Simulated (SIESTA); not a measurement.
TiO2:

```
Ti O
1.0
     6.15358   -1.88347    0.00000
     6.15358    1.88347    0.00000
    -1.92833    0.00000    6.32897
Ti O
4 8
Direct
  0.90007 0.90007 0.28960
  0.19529 0.19529 0.28376
  0.09993 0.09993 0.71040
  0.80471 0.80471 0.71624
  0.36193 0.36193 0.29340
  0.26349 0.26349 0.65250
  0.86719 0.86719 0.99529
  0.73651 0.73651 0.34750
  0.94165 0.94165 0.63002
  0.13281 0.13281 0.00471
  0.63807 0.63807 0.70660
  0.05835 0.05835 0.36998
```

The cell comes from a database or a generator and needn't be the stable form of this composition.

Base run:

| Quantity | Value |
| --- | --- |
| Program | SIESTA 5.4.2 |
| Functional | RPBE |
| Potentials or basis | PseudoDojo 0.4 standard (PBE files) |
| Basis | DZP (energy shift 0.002 Ry) |
| Grid cutoff | 800 Ry |
| Energy shift | 0.002 Ry |
| k mesh | 6 × 6 × 3 |
| Occupations | fermi-dirac, width 0.05 eV |
| Spin | no spin polarisation |

Its results: band gap on the k mesh 2.62 eV, indirect (least direct gap 2.73 eV); pressure 4.2 GPa; largest force 0.240 eV/Å.

Problem. The run is repeated on the same cell with these changes: functional from RPBE to vdW-DF-cx. What comes out?

Solution. Band gap on the k mesh 2.62 eV, indirect (least direct gap 2.74 eV); pressure -3.5 GPa; largest force 0.150 eV/Å.

Caveats: semicore shells carry a single zeta, which can move pressures by several GPa and volumes by a few percent; the potentials were made for another functional, which shifts forces and pressure; the basis of atomic orbitals isn't converged, which shifts pressures, moduli and gaps.

A k mesh can miss the band edges.
